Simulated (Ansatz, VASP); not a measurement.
## Al3Au in VASP and in Ansatz

The input INCAR:

```
PREC = Accurate
ENCUT = 520
EDIFF = 1E-7
ISMEAR = -1
SIGMA = 0.05
LREAL = F
LASPH = T
NELM = 60
ALGO = Normal
ISIF = 2
LWAVE = F
LCHARG = T
GGA = RE
LELF = T
LVHAR = T
NBANDS = 18
```

The input KPOINTS:

```
Automatic mesh
0
Gamma
  5 5 5
```

POSCAR

```
Al3Au
1.0
   -2.0253330000      2.0253330000      4.0566000000
    2.0253330000     -2.0253330000      4.0566000000
    2.0253330000      2.0253330000     -4.0566000000
Au Al
1 3
Direct
    0.0000000000      0.0000000000      0.0000000000
    0.5000000000      0.5000000000      0.0000000000
    0.2500000000      0.7500000000      0.5000000000
    0.7500000000      0.2500000000      0.5000000000
```

File input.yaml:

```yaml
crystal:
  lattice:
    - [-2.025333, 2.025333, 4.0566]
    - [2.025333, -2.025333, 4.0566]
    - [2.025333, 2.025333, -4.0566]
  atoms:
    - { symbol: Au, position: [0.0, 0.0, 0.0] }
    - { symbol: Al, position: [0.5, 0.5, 0.0] }
    - { symbol: Al, position: [0.25, 0.75, 0.5] }
    - { symbol: Al, position: [0.75, 0.25, 0.5] }
hamiltonian:
  xc: revpbe
  pseudopotentials: { kind: paw }
kpoints:
  mp_grid: { grid: [5, 5, 5] }
  band_path:
    path:
      - [[0.0, 0.0, 0.0], [0.0, 0.0, 0.5], [-0.1246345671, 0.1246345671, 0.5], [-0.3123172836, 0.3123172836, 0.3123172836], [0.0, 0.0, 0.0], [0.5, 0.5, -0.5], [0.3123172836, 0.6876827164, -0.3123172836], [0.0, 0.5, 0.0], [0.25, 0.25, 0.25], [0.5, 0.5, -0.1246345671], [0.5, 0.5, -0.5]]
      - [[0.0, 0.0, 0.5], [0.25, 0.25, 0.25]]
    npoints: 14
scf:
  occupations: { method: fermi_dirac, width: 0.05 }
  n_extra_bands: 10
output:
  forces: true
  stress: true
  eigenvalues: true
  fatbands: true
```

The cell comes from a database or a generator and needn't be the stable form of this composition.

Alike in both runs: functional revPBE; k mesh 5 × 5 × 5; occupations fermi-dirac, width 0.05 eV; no spin polarisation.

|  | VASP | Ansatz |
| --- | --- | --- |
| version | VASP 6.6.1 | Ansatz 0.2.0 |
| potentials or method | VASP PAW PBE potentials, release 64 (Au, Al) | Ansatz PAW |
| plane-wave cutoff (eV) | 520 | 420 |
| valence electrons in the cell | 20 | 28 |
| task | single point | band structure |

Ansatz gave:

```
gap on the k mesh at the Fermi level (eV)       : none
pressure (GPa)                                  : 1.8
largest component of the traceless stress (GPa) : 0.32
```

Which values does VASP return?

gap on the k mesh at the Fermi level (eV): none; pressure (GPa): 1.6; largest component of the traceless stress (GPa): 0.32.

A gap of «none» marks a metal or a gap that the smearing closes. The two sets of potentials don't hold the same shells in valence.

Caveats: the k mesh is coarse (spacing up to 0.44 Å⁻¹), so the values aren't converged; the PAW data sets were made with another functional, which shifts forces and pressure a little (VASP); spin-orbit coupling is left out, which moves the levels of the heavy elements (Ansatz); the PAW data sets come from PBE, with cores solved anew for the run's functional, which leaves a small shift of forces and pressure (Ansatz). The runs have no spin-orbit coupling, so splittings on Au are missing.
